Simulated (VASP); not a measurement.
# Al2Cu under changes of volume

One of the cells (15.984 Å³/atom); the others are scaled copies at fixed shape and fractional positions:

```
Cu Al
1.0
    -2.04378    2.04378    2.86998
     2.04378   -2.04378    2.86998
     2.04378    2.04378   -2.86998
Cu Al
1 2
Cartesian
  0.0000 0.0000 2.8700
  2.0438 0.0000 1.4350
  0.0000 2.0438 1.4350
```

The cell comes from a database or a generator and needn't be the stable form of this composition.

| Quantity | Value |
| --- | --- |
| Program | VASP 6.6.1 |
| Functional | PBEsol |
| Potentials or basis | VASP PAW PBE potentials, release 64 (Cu, Al) |
| Cutoff | 520 eV |
| k mesh | 9 × 9 × 9 |
| Occupations | fermi-dirac, width 0.05 eV |
| Spin | no spin polarisation |

```csv
volume (Å³/atom),energy over the lowest point (meV/atom),pressure (GPa)
14.730,20.03,7.5
15.044,7.95,4.7
15.357,0.93,2.3
15.984,0.00,-1.9
16.297,?,?
16.611,13.66,-5.2
```

Problem. What does the run at 16.297 Å³/atom give?

Solution. Energy over the lowest point 5.20 meV/atom; pressure -3.6 GPa.

Worked out: A Birch-Murnaghan fit of order 3 (a polynomial in V^(-2/3)) to the other rows has its minimum at 15.70 Å³/atom with B0 = V·E''(V) = 103 GPa and B' = 4.5 at fixed shape and positions, which overstates the stiffness. It gives 5.19 meV/atom at 16.297 Å³/atom, against the run's 5.20, and -dE/dV = -3.5 GPa, against -3.6.

Energies are extrapolated to zero smearing.

Caveats: the PAW data sets were made with another functional, which shifts forces and pressure a little.
